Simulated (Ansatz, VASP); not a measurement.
**Two plane-wave programs on CrO2**

```xyz
6
Lattice="4.4210 0.0000 0.0000 0.0000 4.4210 0.0000 0.0000 0.0000 2.9170" Properties=species:S:1:pos:R:3 pbc="T T T"
Cr    0.0000    0.0000    0.0000
Cr    2.2105    2.2105    1.4585
O     1.3307    1.3307    0.0000
O     0.8798    3.5412    1.4585
O     3.0903    3.0903    0.0000
O     3.5412    0.8798    1.4585
```

Alike in both runs: task single point; functional PBE; k mesh 4 × 4 × 6; occupations gaussian, width 0.05 eV; collinear spin; Hubbard terms Cr d U = 4.0 eV, J = 0.5 eV.

|  | VASP | Ansatz |
| --- | --- | --- |
| version | VASP 6.6.1 | Ansatz 0.2.0 |
| potentials or method | VASP PAW PBE potentials, release 64 (Cr_pv, O) | scalar-relativistic, plane waves, PAW |
| plane-wave cutoff (eV) | 520 | 420 |
| valence electrons in the cell | 48 | 52 |

Ansatz gave:

- pressure (GPa): 7.1
- largest component of the traceless stress (GPa): 4.54
- rms of the force components (eV/Å): 0.165
- net moment per atom (μB): 0.00
- size of the moment on the site where the two differ most (μB): 1.64

Task: Which values does VASP return?

Result: Pressure (GPa): 9.9; largest component of the traceless stress (GPa): 4.87; rms of the force components (eV/Å): 0.172; net moment per atom (μB): 0.00; size of the moment on the site where the two differ most (μB): 1.95.

Site moments also hang on the region over which each program counts them. The programs project onto different local orbitals, so the same U acts differently. Atom by atom the forces differ by 0.006 eV/Å (rms over components). The two sets of potentials don't hold the same shells in valence. Ansatz warned: «filled_band_counts_differ_across_k_points».

The state reached can hang on the start; a lower one may exist.
